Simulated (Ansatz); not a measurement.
# Ag (I4/mmm) in Ansatz: single point with PBE

Aim: the single point of Ag with PBE.

Program: Ansatz 0.2.0. These are calculated values, not measurements. Logs are shortened: lines on timing, memory, paths and dates and some standing lists are left out, and cuts for length are marked.

## 1. The cell of the first run

The structure is tetragonal, space group I4/mmm (No. 139). The conventional cell has a = 3.344 Å, b = 3.344 Å, c = 3.311 Å, α = 90.00°, β = 90.00°, γ = 90.00°. Ag (site symmetry 4/mmm) is surrounded by 10 Ag at 2.89 to 3.31 Å.

This isn't the form of Ag at room conditions, which is fcc.

## 2. Single point, PBE (strain = 0.01)

input.yaml

```yaml
crystal:
  lattice:
    - [-1.67221054, 1.67221054, 1.655654]
    - [1.67221054, -1.67221054, 1.655654]
    - [1.67221054, 1.67221054, -1.655654]
  atoms:
    - { symbol: Ag, position: [0.0, 0.0, 0.0] }
kpoints:
  mp_grid: { grid: [11, 11, 11] }
scf:
  occupations: { method: fermi_dirac, width: 0.05 }
hamiltonian:
  xc: pbe
  pseudopotentials: { kind: all_electron, lapw: { basis_error: 0.001 } }
output:
  forces: true
  stress: true
  eigenvalues: true
```

Potentials or basis: all-electron LAPW, scalar-relativistic.

Command:

```
ansatz run input.yaml --threads 1 --pin off --max-ram 3072MiB --backend cpu --events-out ev --progress --plain --runs-dir out
```

Output:

```text
Warning: RAYON_NUM_THREADS=1 ignored (pool sized by the plan → 1); use --threads N
LAPW: plane waves up to 7.949 Å⁻¹, error target 1.0e-3 eV per atom; small_component_spin mean_spin; Ag in spheres of 1.443 Å, 19 of its electrons in bands, Dirac shells [] (how accurate: hamiltonian.pseudopotentials.lapw.basis_error, Limitations)
Engine: ansatz 0.2.0, x86_64-unknown-linux-gnu
Pseudopotentials: kind: all_electron
Pseudopotential: Ag, LAPW, valence charge 19, lapw/all_electron/scalar/gaussian/Ag, Koelling and Harmon's equation, gaussian nucleus
Functional definition: PBE
  parameter kappa = 0.804
  parameter beta = 0.06672455060314922
  exchange = pbe_x(kappa = kappa, mu = beta*pi^2/3)
  correlation = pbe_c(beta = beta)
Crystal: 1 atoms, lattice volume = 18.519 Å³
Basis set: ecut = 240.75152427923783 eV, 141 PW (Γ), exchange–correlation at level 2
Bands: 14, of which v1, the nominal top of the filled ones, is band 10 counted from 1 (9 counted from 0)
Symmetry: 16 space group operations
Space group: I4/mmm (ITA 139), of the structure as read, at distance tolerance 2.6e-5 Å
k-points: 126 of 1331
Non-local potential: Ag, projectors of the file, none
Initial density: superposition of atomic densities (chi_scale 0.1, normalization cell)
Initial wavefunctions: plane waves of lowest kinetic energy (no species holds an atomic orbital)
Functional: x = pbe(κ = 0.804, μ = 0.2195149727645171), c = pbe(β = 0.06672455060314922)
iter 1 solved again at ethr=2.66e-4 eV; its pass at ethr=1.00e-1 eV (dr2=5.05e-2 eV) is discarded
SCF iter   1: F=—  HF=-144656.486075 eV  |F-HF|=—  |Δ(HF+E_count)|=         —  Δρ=1.99e-2  dr2=5.09e-2  ethr=2.66e-4  ⟨swp⟩=3.1  Hψ=12490  notcnv=0
preconditioner: auto → Kerker (q_TF=auto, 2.740 Å⁻¹)  [metal: Δε(μ)=0.057 eV  Ē_g=15.064 eV  σ=0.050 eV  W_gap=0.27  n_scr=12 (ndim 8)  ℏωp=28.6 eV  f_vac=0.000  D(μ)=0.59/eV (n_scr^D=0)]
iter 2 solved again at ethr=1.28e-5 eV; its pass at ethr=2.66e-4 eV (dr2=2.44e-3 eV) is discarded
SCF iter   2: F=—  HF=-144656.317869 eV  |F-HF|=—  |Δ(HF+E_count)|=   1.68e-1  Δρ=3.53e-3  dr2=2.44e-3  ethr=1.28e-5  ⟨swp⟩=2.0  Hψ=8885  notcnv=0
SCF iter   3: F=—  HF=-144656.275774 eV  |F-HF|=—  |Δ(HF+E_count)|=   4.21e-2  Δρ=5.91e-3  dr2=5.88e-3  ethr=1.28e-5  ⟨swp⟩=3.0  Hψ=5362  notcnv=0
SCF iter   4: F=—  HF=-144656.274401 eV  |F-HF|=—  |Δ(HF+E_count)|=   1.37e-3  Δρ=2.53e-3  dr2=1.35e-3  ethr=1.28e-5  ⟨swp⟩=2.0  Hψ=4751  notcnv=0
SCF iter   5: F=—  HF=-144656.274743 eV  |F-HF|=—  |Δ(HF+E_count)|=   3.43e-4  Δρ=5.34e-4  dr2=5.84e-5  ethr=7.13e-6  ⟨swp⟩=2.0  Hψ=4773  notcnv=0
SCF iter   6: F=—  HF=-144656.274750 eV  |F-HF|=—  |Δ(HF+E_count)|=   6.73e-6  Δρ=1.08e-4  dr2=1.12e-6  ethr=3.07e-7  ⟨swp⟩=2.0  Hψ=4739  notcnv=0
SCF iter   7: F=—  HF=-144656.274751 eV  |F-HF|=—  |Δ(HF+E_count)|=   7.14e-7  Δρ=1.44e-5  dr2=2.89e-8  ethr=5.90e-9  ⟨swp⟩=2.5  Hψ=4795  notcnv=0
SCF iter   8: F=-144656.274751 eV  HF=-144656.274751 eV  |F-HF|=4.95e-10  |Δ(HF+E_count)|=   3.29e-8  Δρ=1.34e-6  dr2=1.83e-10  ethr=1.52e-10  ⟨swp⟩=3.0  Hψ=4954  notcnv=0
SCF 1 converged in 8 iterations: F = -144656.274751 eV  dr2 = 1.83e-10
SCF converged after 8 iterations
Free energy (F): -144656.274751 eV
Harris-Foulkes:  -144656.274751 eV  (|F-HF|=4.95e-10)
Internal energy: -144656.271641 eV  (E = F + TS)
E sigma→0 (E₀):  -144656.273196 eV
Entropy (-TS):   -0.003109 eV (-3.109 meV/atom)
Fermi energy:    16.886925 eV
--- Per-component energies (eV) ---
  E_band       = -238.679646
  E_kinetic    = 151246.724333
  E_xc         = -4066.337077
  E_electrostatic = -291836.658897  (all electrons and nuclei)
  E_smearing   = -0.003109  (= −TS)
  E_closure    = 0.000000  (closes the sum)
  E_atoms      = -144653.584547  (free atoms, spherical and without spin; not in F)
  Σ components = -144656.274751   (vs F -144656.274751, Δ=0.00e0)
  Basis errors (estimates in eV, not in F): energy 2.5e-4 per atom: plane waves 2.4e-4 (1.2e-4 summed), levels above the bands 1.3e-118, relativity 5.9e-8, radial functions 8.5e-6, core shells 4.9e-7; eigenvalues (radial functions only) 5.1e-5; not estimated: angular momenta, meshes, grids; target (lapw.basis_error) 1.0e-3; muffin-tin radii Ag 1.443 Å
--- Forces (eV/Å), atoms counted from 1 ---
  atom   1  Ag    -0.00000000     0.00000000     0.00000000
  max |Σ_I F_I| component: 8.87e-31 eV/Å
--- Stress (GPa, compression-positive) ---
       -2.295806       0.000000       0.000000
        0.000000      -2.295806       0.000000
        0.000000       0.000000      -2.687803
  P = ⅓ Tr σ = -2.4265 GPa (-24.265 kbar)
--- Band table (eV; the first three rows and the last of 126) ---
  k-point 0: bands = ["-74.8660", "-38.2775", "-38.2758", "-38.2758", "9.7050", "12.2583", "12.2978", "12.2978", "13.4286", "13.4749", "34.3623", "34.3623", "34.5279", "39.5321"]
  k-point 1: bands = ["-74.8650", "-38.2856", "-38.2811", "-38.2756", "9.9567", "12.2418", "12.2715", "12.4338", "13.3690", "13.4764", "33.5312", "34.2432", "34.6644", "37.6567"]
  k-point 2: bands = ["-74.8623", "-38.3118", "-38.2905", "-38.2752", "10.6142", "12.0947", "12.3605", "12.8153", "13.2683", "13.4837", "30.7948", "33.2873", "35.0081", "35.9345"]
  k-point 125: bands = ["-74.8433", "-38.3701", "-38.3690", "-38.3683", "11.0894", "11.1067", "14.0238", "14.0342", "14.0732", "22.5508", "23.7128", "23.9865", "28.9371", "29.7711"]
```

Run time: 7 s. Hardware: 1 thread of AMD EPYC 7B13 (Zen 3), shared host; peak memory 0.35 GiB.

Results:

- Free energy: -144656.2748 eV
- Pressure: -2.4 GPa
- Band gap on the k mesh: none (metal or under the smearing width)
